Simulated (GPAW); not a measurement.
Input of a GPAW 26.7.0 run:

run.py

```python
from ase.calculators.mixing import SumCalculator
from ase.filters import FrechetCellFilter
from ase.io import read, write
from ase.optimize import BFGS
from dftd4.ase import DFTD4
from gpaw import GPAW, PW

atoms = read('POSCAR')

calc = GPAW(mode=PW(600),
            xc='RPBE',
            kpts={'size': (8, 8, 8), 'gamma': True},
            occupations={'name': 'fermi-dirac', 'width': 0.05},
            nbands=18,
            convergence={'density': 1e-05, 'forces': 0.0001},
            maxiter=150,
            txt='gpaw.txt')
atoms.calc = SumCalculator([calc, DFTD4(method='rpbe')])
opt = BFGS(FrechetCellFilter(atoms), trajectory='relax.traj', logfile='-')
done = opt.run(fmax=0.05, steps=60)
calc.write('gs.gpw')
write('result.traj', atoms)
print('Converged:', done)
print('Cell:', atoms.cell.cellpar().round(4))
print('Volume:', round(atoms.get_volume(), 4))
print(atoms.get_scaled_positions().round(5))
```

The input POSCAR:

```
CdS
1.0
    0.0000000000      2.9165000000      2.9165000000
    2.9165000000      0.0000000000      2.9165000000
    2.9165000000      2.9165000000      0.0000000000
Cd S
1 1
Direct
    0.0000000000      0.0000000000      0.0000000000
    0.7500000000      0.7500000000      0.7500000000
```

Potentials or basis: the program's PAW data sets (release 1.2.1) made for this functional, pw.

Launch:

```console
$ OMP_NUM_THREADS=1 python run.py
```

Q: What does it give for the band gap on the k mesh?

A: 1.31 eV, direct.

Q: Predict the relaxed cell.

A: a = 4.126 Å, b = 4.126 Å, c = 4.126 Å, α = 60.00°, β = 60.00°, γ = 60.00°.

Final structure:
```yaml
crystal:
  lattice:
    - [0.00000, 2.91770, 2.91770]
    - [2.91770, 0.00000, 2.91770]
    - [2.91770, 2.91770, 0.00000]
  atoms:
    - { symbol: Cd, position: [0.00000, 0.00000, 0.00000] }
    - { symbol: S, position: [0.75000, 0.75000, 0.75000] }
```

Caveat: later steps reuse the first step's grids. Expect the measured gap to be larger: semilocal functionals such as RPBE lack the derivative discontinuity.
